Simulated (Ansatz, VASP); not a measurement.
# One calculation of InP, two programs

INCAR

```
SYSTEM = InP
PREC = Accurate
ENCUT = 600
EDIFF = 1E-6
ISMEAR = -1
SIGMA = 0.05
LREAL = .False.
LASPH = .True.
NELM = 60
ALGO = Normal
ISIF = 3
LWAVE = .False.
LCHARG = .False.
GGA = PE
IVDW = 13
IBRION = 2
NSW = 60
EDIFFG = -0.01
```

File KPOINTS:

```
Automatic mesh
0
Gamma
  8 8 8
  0 0 0
```

File POSCAR:

```
InP
1.0
    0.0000000000      2.9305000000      2.9305000000
    2.9305000000      0.0000000000      2.9305000000
    2.9305000000      2.9305000000      0.0000000000
In P
1 1
Direct
    0.0000000000      0.0000000000      0.0000000000
    0.7500000000      0.7500000000      0.7500000000
```

Contents of input.yaml:

```yaml
crystal:
  lattice:
    - [0.0, 2.9305, 2.9305]
    - [2.9305, 0.0, 2.9305]
    - [2.9305, 2.9305, 0.0]
  atoms:
    - { symbol: In, position: [0.0, 0.0, 0.0] }
    - { symbol: P, position: [0.75, 0.75, 0.75] }
hamiltonian:
  xc: pbe
  pseudopotentials: { kind: paw }
  dispersion: d4
kpoints:
  mp_grid: { grid: [8, 8, 8] }
scf:
  occupations: { method: fermi_dirac, width: 0.05 }
output:
  forces: true
  stress: true
relax:
  f_tol: 0.01
  max_steps: 40
  cell: { stress_tol: 0.05 }
```

Alike in both runs: task relaxation of cell and atoms; functional PBE; dispersion D4; k mesh 8 × 8 × 8; occupations fermi-dirac, width 0.05 eV; no spin polarisation.

```csv
,VASP,Ansatz
version,VASP 6.6.1,Ansatz 0.2.0
potentials or method,"VASP PAW PBE potentials, release 64 (In_d, P)",Ansatz PAW
plane-wave cutoff (eV),600,420
valence electrons in the cell,18,18
```

Ansatz gave:

- relaxed volume (Å³/atom): 25.56
- relaxed cell length with the largest relative difference (Å): 4.166
- energy change over the relaxation (meV/atom): -1

Task: Which values does VASP return?

Result: Relaxed volume (Å³/atom): 25.55; relaxed cell length with the largest relative difference (Å): 4.165; energy change over the relaxation (meV/atom): -1.

Caveats: the plane-wave basis is chosen anew once the cell has moved, so the energies of steps on either side of that aren't comparable (Ansatz). Zero-point motion and thermal expansion aren't in these numbers.
